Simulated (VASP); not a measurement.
A run of VASP 6.6.1 is set up as follows.

Contents of POSCAR:

```
Si
1.0
    4.1209500000      0.0000000000      0.0000000000
   -2.0604700000      3.5688500000      0.0000000000
    0.0000000000      0.0000000000      2.6547900000
Si
2
Direct
    0.3333300000      0.6666700000      0.5000000000
    0.6666700000      0.3333300000      0.5000000000
```

Contents of INCAR.step1:

```
SYSTEM = Si
PREC = Accurate
ENCUT = 520
EDIFF = 1E-5
ISMEAR = -1
SIGMA = 0.05
LREAL = .FALSE.
LASPH = .TRUE.
NELM = 60
ALGO = Normal
ISIF = 2
LWAVE = .TRUE.
LCHARG = .FALSE.
NBANDS = 11
GGA = PE
```

Contents of INCAR.step2:

```
SYSTEM = Si
PREC = Accurate
ENCUT = 520
EDIFF = 1E-7
ISMEAR = -1
SIGMA = 0.05
LREAL = .FALSE.
LASPH = .TRUE.
NELM = 60
ALGO = Normal
ISIF = 2
LWAVE = .FALSE.
LCHARG = .FALSE.
GGA = B3
LHFCALC = .TRUE.
AEXX = 0.2
AGGAX = 0.72
AGGAC = 0.81
ALDAC = 0.19
PRECFOCK = Normal
NBANDS = 11
ISTART = 1
HFRCUT = -1
```

The input KPOINTS:

```
regular mesh
0
G
  4 4 5
  0 0 0
```

Contents of KPOINTS_OPT:

```
path GMKGALHA,LM,KH
8
line-mode
reciprocal
 0.0000000000  0.0000000000  0.0000000000  G
 0.5000000000  0.0000000000  0.0000000000  M

 0.5000000000  0.0000000000  0.0000000000  M
 0.3333333333  0.3333333333  0.0000000000  K

 0.3333333333  0.3333333333  0.0000000000  K
 0.0000000000  0.0000000000  0.0000000000  G

 0.0000000000  0.0000000000  0.0000000000  G
 0.0000000000  0.0000000000  0.5000000000  A

 0.0000000000  0.0000000000  0.5000000000  A
 0.5000000000  0.0000000000  0.5000000000  L

 0.5000000000  0.0000000000  0.5000000000  L
 0.3333333333  0.3333333333  0.5000000000  H

 0.3333333333  0.3333333333  0.5000000000  H
 0.0000000000  0.0000000000  0.5000000000  A

 0.5000000000  0.0000000000  0.5000000000  L
 0.5000000000  0.0000000000  0.0000000000  M

 0.3333333333  0.3333333333  0.0000000000  K
 0.3333333333  0.3333333333  0.5000000000  H
```

Potentials or basis: VASP PAW PBE potentials, release 64 (Si).

Command:

```bash
$ cat potpaw_PBE.64/Si/POTCAR > POTCAR
$ cp INCAR.step1 INCAR
$ mpirun -np 1 vasp_std > vasp.out
$ cp INCAR.step2 INCAR
$ mpirun -np 1 vasp_std > vasp.out
```

**Question.** Predict the band gap along the path.

**Answer.** None (metal or under the smearing width).

**Question.** What does it give for the pressure?

**Answer.** 0.8 GPa.

Levels at the corners of the path, in eV from the Fermi level:
| point | band 1 | band 2 | band 3 | band 4 | band 5 | band 6 | band 7 | band 8 |
| --- | --- | --- | --- | --- | --- | --- | --- | --- |
| Γ | -14.09 | -3.64 | -3.64 | -3.51 | 1.85 | 1.85 | 6.43 | 7.24 |
| M | -12.09 | -10.23 | -4.90 | -1.56 | 6.95 | 7.91 | 8.13 | 8.72 |
| M | -12.09 | -10.23 | -4.90 | -1.56 | 6.95 | 7.91 | 8.13 | 8.72 |
| K | -11.05 | -11.05 | -6.41 | 3.69 | 3.69 | 4.82 | 9.52 | 9.52 |
| K | -11.05 | -11.05 | -6.41 | 3.69 | 3.69 | 4.82 | 9.52 | 9.52 |
| Γ | -14.09 | -3.64 | -3.64 | -3.51 | 1.85 | 1.85 | 6.43 | 7.24 |
| Γ | -14.09 | -3.64 | -3.64 | -3.51 | 1.85 | 1.85 | 6.43 | 7.24 |
| A | -9.82 | -6.86 | -0.74 | -0.74 | 1.64 | 3.64 | 5.13 | 5.13 |
| A | -9.82 | -6.86 | -0.74 | -0.74 | 1.64 | 3.64 | 5.13 | 5.13 |
| L | -7.81 | -6.06 | -5.05 | -3.16 | -1.87 | 3.58 | 4.74 | 5.99 |
| L | -7.81 | -6.06 | -5.05 | -3.16 | -1.87 | 3.58 | 4.74 | 5.99 |
| H | -6.84 | -6.84 | -4.18 | -4.18 | -3.13 | 2.87 | 7.92 | 7.92 |
| H | -6.84 | -6.84 | -4.18 | -4.18 | -3.13 | 2.87 | 7.92 | 7.92 |
| A | -9.82 | -6.86 | -0.74 | -0.74 | 1.64 | 3.64 | 5.13 | 5.13 |
| L | -7.81 | -6.06 | -5.05 | -3.16 | -1.87 | 3.58 | 4.74 | 5.99 |
| M | -12.09 | -10.23 | -4.90 | -1.56 | 6.95 | 7.91 | 8.13 | 8.72 |
| K | -11.05 | -11.05 | -6.41 | 3.69 | 3.69 | 4.82 | 9.52 | 9.52 |
| H | -6.84 | -6.84 | -4.18 | -4.18 | -3.13 | 2.87 | 7.92 | 7.92 |

Caveat: the k mesh is coarse (spacing up to 0.47 Å⁻¹), so the values aren't converged, least of all with exact exchange; the PAW data sets were made with another functional, which shifts forces and pressure a little.
